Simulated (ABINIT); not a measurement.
The system is LiH.

```
Li H
1.0
     0.00000    2.00922    2.00922
     2.00922    0.00000    2.00922
     2.00922    2.00922    0.00000
Li H
1 1
Direct
  0.00000 0.00000 0.00000
  0.50000 0.50000 0.50000
```

The cell isn't the ideal one: volume scaled by 0.96.

- Program: ABINIT 10.8.3 (patched build)
- Task: relaxation of cell and atoms
- Functional: BLYP
- Dispersion: D4
- Potentials or basis: PseudoDojo NC SR PBE v0.4.1 standard
- Cutoff: 1007 eV
- k mesh: 11 × 11 × 11
- Occupations: gaussian, width 0.01 eV
- Spin: no spin polarisation

At the start: pressure -2.0 GPa; volume 8.11 Å³/atom.

Question: How do energy, volume and symmetry change on relaxing?

Answer: Over 3 steps the energy falls by 3.2 meV/atom and the volume is 7.61 Å³/atom (-6.2 %); space group Fm-3m (No. 225, to 0.05 Å).

The path:
| step | energy change (eV) | largest force (eV/Å) | pressure (GPa) | volume (Å³) |
| --- | --- | --- | --- | --- |
| 1 | 0.0000 | 0.0000 | -2.03 | 16.22 |
| 2 | -0.0004 | 0.0000 | -1.97 | 16.19 |
| 3 | -0.0065 | 0.0000 | 0.06 | 15.22 |

Final structure:
```
CELL_PARAMETERS angstrom
2.78169 0.00001 0.00001
1.39085 2.40901 0.00001
1.39085 0.80301 2.27124
ATOMIC_POSITIONS crystal
Li 0.00000 0.00000 0.00000
H 0.50000 0.50000 0.50000
```

Caveat: the log and the count of SCF iterations are those of the last ABINIT call alone; the potentials were made for another functional, which shifts forces and pressure.
